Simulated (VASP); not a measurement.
# SrTiO3 (Tausonite) (Pm-3m) in VASP: settings compared, part 2 of 3

VASP 6.6.1. Earlier steps stand in the parts before.

**3. Optical spectrum, PBE**

INCAR

```
SYSTEM = SrTiO3
PREC = Accurate
ENCUT = 520
EDIFF = 1E-7
ISMEAR = 0
SIGMA = 0.03
LREAL = .False.
LASPH = .True.
NELM = 80
ALGO = Normal
ISIF = 2
LWAVE = .False.
LCHARG = .False.
GGA = PE
LOPTICS = .True.
NBANDS = 52
NEDOS = 1000
CSHIFT = 0.05
KPAR = 2
```

KPOINTS

```
Automatic mesh
0
Gamma
  8 8 8
  0 0 0
```

POSCAR

```
SrTiO3                                  
1.0
    3.8947475959      0.0000000000      0.0000000000
    0.0000000000      3.8947475959      0.0000000000
    0.0000000000      0.0000000000      3.8947475959
  Sr              Ti              O             
     1     1     3
Direct
     0.5000000000000000    0.5000000000000000    0.5000000000000000
     0.0000000000000000    0.0000000000000000    0.0000000000000000
     0.5000000000000000    0.0000000000000000    0.0000000000000000
     0.0000000000000000    0.5000000000000000    0.0000000000000000
     0.0000000000000000    0.0000000000000000    0.5000000000000000
```

Potentials or basis: VASP PAW PBE potentials, release 64 (Sr_sv, Ti_sv, O).

Started as:

```sh
$ cat potpaw_PBE.64/Sr_sv/POTCAR potpaw_PBE.64/Ti_sv/POTCAR potpaw_PBE.64/O/POTCAR > POTCAR
$ mpirun -np 2 vasp_std > vasp.out
```

OUTCAR:

```text
SYSTEM = SrTiO3
   PREC = Accurate
   ENCUT = 520
   EDIFF = 1E-7
   ISMEAR = 0
   LREAL = .False.
   LASPH = .True.
   NELM = 80
   ISIF = 2
   GGA = PE

 ion  position               nearest neighbor table
   1  0.500  0.500  0.500-   3 2.75   4 2.75   5 2.75   3 2.75   4 2.75   3 2.75   5 2.75   3 2.75
                             4 2.75   5 2.75   4 2.75   5 2.75   2 3.37   2 3.37   2 3.37   2 3.37
   2  0.000  0.000  0.000-   3 1.95   4 1.95   5 1.95   5 1.95   4 1.95   3 1.95   1 3.37   1 3.37
                             1 3.37   1 3.37   1 3.37   1 3.37   1 3.37   1 3.37
   3  0.500  0.000  0.000-   2 1.95   2 1.95   1 2.75   1 2.75   1 2.75   1 2.75
   4  0.000  0.500  0.000-   2 1.95   2 1.95   1 2.75   1 2.75   1 2.75   1 2.75
   5  0.000  0.000  0.500-   2 1.95   2 1.95   1 2.75   1 2.75   1 2.75   1 2.75

  LATTYP: Found a simple cubic cell.
 ALAT       =     3.8947475959

  Lattice vectors:

 A1 = (   3.8947475959,   0.0000000000,   0.0000000000)
 A2 = (   0.0000000000,   3.8947475959,   0.0000000000)
 A3 = (   0.0000000000,   0.0000000000,   3.8947475959)

Analysis of symmetry for initial positions (statically):
=====================================================================
 Subroutine PRICEL returns:
 Original cell was already a primitive cell.

 Routine SETGRP: Setting up the symmetry group for a
 simple cubic supercell.

 Subroutine GETGRP returns: Found 48 space group operations
 (whereof 48 operations were pure point group operations)
 out of a pool of 48 trial point group operations.

The static configuration has the point symmetry O_h .

Analysis of symmetry for dynamics (positions and initial velocities):
=====================================================================
 Subroutine PRICEL returns:
 Original cell was already a primitive cell.

 Routine SETGRP: Setting up the symmetry group for a
 simple cubic supercell.

 Subroutine GETGRP returns: Found 48 space group operations
 (whereof 48 operations were pure point group operations)
 out of a pool of 48 trial point group operations.

The dynamic configuration has the point symmetry O_h .

 Subroutine INISYM returns: Found 48 space group operations
 (whereof 48 operations are pure point group operations),
 and found     1 'primitive' translations

----------------------------------------------------------------------------------------

                                     Primitive cell
[... 151 lines left out ...]
 fundamental gap:      1.8703149993
 Fermi energy:         4.3527399318

 k-point     1 :       0.0000    0.0000    0.0000
  band No.  band energies     occupation
      1     -52.2021      2.00000
      2     -28.5354      2.00000
      3     -28.4535      2.00000
      4     -28.4535      2.00000
      5     -28.4535      2.00000
      6     -13.2271      2.00000
[... 829 lines left out ...]
     31      15.7866      0.00000
     32      16.6654      0.00000

 [... further k-points ...]

 [bands above 32 left out]

------------------------ aborting loop because EDIFF is reached ----------------------------------------

  FORCE on cell =-STRESS in cart. coord.  units (eV):
  Direction    XX          YY          ZZ          XY          YZ          ZX
  --------------------------------------------------------------------------------------
  -------------------------------------------------------------------------------------
  Total        2.4034159      2.4034159      2.4034159      0.0000000      0.0000000      0.0000000
  in kB       65.1780807     65.1780807     65.1780807      0.0000000      0.0000000      0.0000000
  external PRESSURE =      65.1780807 kB  Pullay stress =       0.0000000 kB

 VOLUME and BASIS-vectors are now :
 -----------------------------------------------------------------------------
  energy-cutoff  :      520.00
  volume of cell :       59.08
      direct lattice vectors                 reciprocal lattice vectors
     3.894747596  0.000000000  0.000000000     0.256756048  0.000000000  0.000000000
     0.000000000  3.894747596  0.000000000     0.000000000  0.256756048  0.000000000
     0.000000000  0.000000000  3.894747596     0.000000000  0.000000000  0.256756048

 POSITION                                       TOTAL-FORCE (eV/Angst)
 -----------------------------------------------------------------------------------
      1.94737      1.94737      1.94737         0.000000      0.000000      0.000000
      0.00000      0.00000      0.00000         0.000000      0.000000      0.000000
      1.94737      0.00000      0.00000         0.000000      0.000000      0.000000
      0.00000      1.94737      0.00000         0.000000      0.000000      0.000000
      0.00000      0.00000      1.94737         0.000000      0.000000      0.000000
 -----------------------------------------------------------------------------------
    total drift:                                0.000000     -0.000000      0.000000

  FREE ENERGIE OF THE ION-ELECTRON SYSTEM (eV)
  ---------------------------------------------------
  free  energy   TOTEN  =       -40.0592749223 eV

  energy  without entropy=      -40.0592749223  energy(sigma->0) =      -40.05927492

 electrical conductivity sigma (Mega S m-1) (frequency dependency in vasprun.xml)
  --------------------------------------------------------------------------------------
       0.000      -0.000       0.000
       0.000       0.000      -0.000
       0.000       0.000       0.000

  frequency dependent IMAGINARY DIELECTRIC FUNCTION (independent particle, no local field effects) density-density
     E(ev)      X         Y         Z        XY        YZ        ZX
  --------------------------------------------------------------------------------------------------------------
     0.00000    -0.00000    -0.00000    -0.00000    -0.00000    -0.00000     0.00000
     1.08842     0.00000     0.00000     0.00000    -0.00000    -0.00000    -0.00000
     2.17684     0.50310     0.50310     0.50310    -0.00000    -0.00000    -0.00000
     3.26526     5.66937     5.66937     5.66937    -0.00000    -0.00000    -0.00000
     4.35368    13.09070    13.09070    13.09070     0.00000     0.00000     0.00000
     5.44210     6.23214     6.23214     6.23214     0.00000     0.00000     0.00000
[... 92 lines left out ...]
   106.66524     0.00000     0.00000     0.00000    -0.00000    -0.00000    -0.00000
   107.75367     0.00000     0.00000     0.00000    -0.00000    -0.00000    -0.00000

  frequency dependent      REAL DIELECTRIC FUNCTION (independent particle, no local field effects) density-density
     E(ev)        X           Y           Z          XY          YZ          ZX
  --------------------------------------------------------------------------------------------------------------
     0.00000     6.31399     6.31399     6.31399    -0.00000     0.00000    -0.00000
     1.08842     6.60906     6.60906     6.60906    -0.00000     0.00000    -0.00000
     2.17684     8.35762     8.35762     8.35762    -0.00000     0.00000    -0.00000
     3.26526     9.14895     9.14895     9.14895    -0.00000    -0.00000    -0.00000
     4.35368     5.04935     5.04935     5.04935    -0.00000     0.00000    -0.00000
     5.44210     2.30513     2.30513     2.30513    -0.00000    -0.00000     0.00000
[... 92 lines left out ...]
   106.66524     0.94358     0.94358     0.94358    -0.00000    -0.00000     0.00000
   107.75367     0.94479     0.94479     0.94479    -0.00000    -0.00000     0.00000

  frequency dependent IMAGINARY DIELECTRIC FUNCTION (independent particle, no local field effects) current-current
     E(ev)      X         Y         Z        XY        YZ        ZX
  --------------------------------------------------------------------------------------------------------------
     0.00000     0.00000     0.00000     0.00000     0.00000     0.00000    -0.00000
     1.08842     0.00000     0.00000     0.00000    -0.00000    -0.00000    -0.00000
     2.17684     0.52384     0.52384     0.52384     0.00000     0.00000    -0.00000
     3.26526     5.66325     5.66325     5.66325     0.00000     0.00000     0.00000
     4.35368    13.14607    13.14607    13.14607    -0.00000    -0.00000    -0.00000
     5.44210     6.26386     6.26386     6.26386    -0.00000    -0.00000    -0.00000
[... 92 lines left out ...]
   106.66524     0.00000     0.00000     0.00000    -0.00000    -0.00000    -0.00000
   107.75367     0.00000     0.00000     0.00000    -0.00000    -0.00000    -0.00000

  frequency dependent      REAL DIELECTRIC FUNCTION (independent particle, no local field effects) current-current
     E(ev)        X           Y           Z          XY          YZ          ZX
  --------------------------------------------------------------------------------------------------------------
     0.00000     6.31749     6.31749     6.31749     0.00000    -0.00000     0.00000
     1.08842     6.60992     6.60992     6.60992     0.00000    -0.00000     0.00000
     2.17684     8.33432     8.33432     8.33432     0.00000    -0.00000     0.00000
     3.26526     8.94980     8.94980     8.94980     0.00000     0.00000     0.00000
     4.35368     4.73635     4.73635     4.73635    -0.00000    -0.00000    -0.00000
     5.44210     2.20789     2.20789     2.20789    -0.00000     0.00000    -0.00000
[... 92 lines left out ...]
   106.66524     0.94358     0.94358     0.94358    -0.00000    -0.00000     0.00000
   107.75367     0.94479     0.94479     0.94479    -0.00000    -0.00000     0.00000
```

Wall time 32 s (2 MPI ranks of AMD EPYC 9R45 (Zen 5), shared host); peak memory 0.29 GiB.

Results:

```
Free energy            : -40.0593 eV
Pressure               : 6.5 GPa
Band gap on the k mesh : 1.87 eV, indirect (least direct gap 2.22 eV)
```

Levels at points of the mesh, in eV from the valence-band top:
| k point | band 16 | band 17 | band 18 | band 19 | band 20 | band 21 | band 22 | band 23 | band 24 | band 25 |
| --- | --- | --- | --- | --- | --- | --- | --- | --- | --- | --- |
| (0.00, 0.00, 0.00) | -1.18 | -1.18 | -0.35 | -0.35 | -0.35 | 1.87 | 1.87 | 1.87 | 4.36 | 4.36 |
| (0.50, 0.00, 0.00) | -2.37 | -2.37 | -2.01 | -0.73 | -0.73 | 2.04 | 3.82 | 3.82 | 4.38 | 6.60 |
| (0.50, 0.50, 0.00) | -2.89 | -1.72 | -1.58 | -1.58 | -0.09 | 3.83 | 3.83 | 4.29 | 5.36 | 7.93 |
| (0.50, 0.50, 0.50) | -3.76 | -3.76 | 0.00 | 0.00 | 0.00 | 4.51 | 4.51 | 4.51 | 6.97 | 6.97 |

Dielectric function (mean over the directions given):
```
energy (eV)  real part  imaginary part
       0.33       6.34            0.00
       1.31       6.76            0.00
       2.29       8.45            1.06
       3.37       8.40            6.79
       4.35       5.05           13.09
       5.44       2.31            6.23
       6.42       2.44            4.72
       7.51       5.41            7.19
       8.49       1.56            6.26
       9.58       0.96            3.41
      10.56       0.59            2.56
      11.65      -0.47            2.60
      12.63      -0.09            0.86
      13.71       0.60            0.59
      14.69       0.63            1.32
      15.78       1.52            0.52
      16.76       1.23            1.43
      17.85       1.84            1.15
      18.83       1.46            1.66
      19.92       1.37            1.98
```

Caveat: spectra need much finer meshes, so this one isn't converged; independent-particle spectra lack excitons. As with any semilocal functional, this PBE gap is likely too small.

(Part 2 of 3 ends here.)
